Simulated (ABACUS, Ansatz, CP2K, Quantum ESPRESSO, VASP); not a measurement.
# NiSb: programs and potentials compared

```
Sb Ni
1.0
     3.92800    0.00000    0.00000
    -1.96400    3.40175    0.00000
     0.00000    0.00000    5.12000
Sb Ni
2 2
Direct
  0.66667 0.33333 0.75000
  0.33333 0.66667 0.25000
  0.00000 0.00000 0.50000
  0.00000 0.00000 0.00000
```

Alike in all runs: task single point; functional PBE; k mesh 8 × 8 × 5; occupations fermi-dirac, width 0.05 eV; collinear spin, ferromagnetic start; no spin-orbit coupling. Pressure is positive in compression and, in plane waves, holds the error of the finite cutoff, which Ansatz's Pulay term estimates and takes out.

| program and potentials | plane-wave cutoff (eV) | notes | pressure (GPa) | net moment per atom (μB) |
| --- | --- | --- | --- | --- |
| Ansatz, Ansatz PAW | 420 | 16.5 valence electrons an atom on average; Pulay term of +0.06 GPa included | 3.76 | 0.00 |
| VASP, PBE PAW files Ni, Sb, 520 eV | 520 | 7.5 valence electrons an atom on average | 3.59 | 0.00 |
| ABACUS, PseudoDojo NC SR 0.4.1 PBE standard, plane waves | 1333 | 16.5 valence electrons an atom on average | 4.09 | 0.00 |
| Ansatz, all-electron LAPW, scalar-relativistic | - | - | 3.74 | 0.00 |
| Quantum ESPRESSO, SSSP 1.3 efficiency PBE | 748 | 16.5 valence electrons an atom on average | 4.05 | 0.00 |
| CP2K, POTENTIAL_UZH Sb GTH-PBE-q5, Ni GTH-PBE-q18; TZVP-MOLOPT-PBE-GTH basis | - | atomic basis; 11.5 valence electrons an atom on average | 6.60 | 0.00 |

The pressure spans 3.59 (VASP, PBE PAW files Ni, Sb, 520 eV) to 6.60 GPa (CP2K, POTENTIAL_UZH Sb GTH-PBE-q5, Ni GTH-PBE-q18; TZVP-MOLOPT-PBE-GTH basis), with all-electron results at 3.74. All agree on the net moment per atom. The state is the one that the start led to, which needn't be the lowest. Rows in atomic bases carry the error of their basis and grid, which can be large.

The functional is the same throughout but for its coding, so the spread measures potentials, basis and numerics; runs on potential files found faulty are left out.
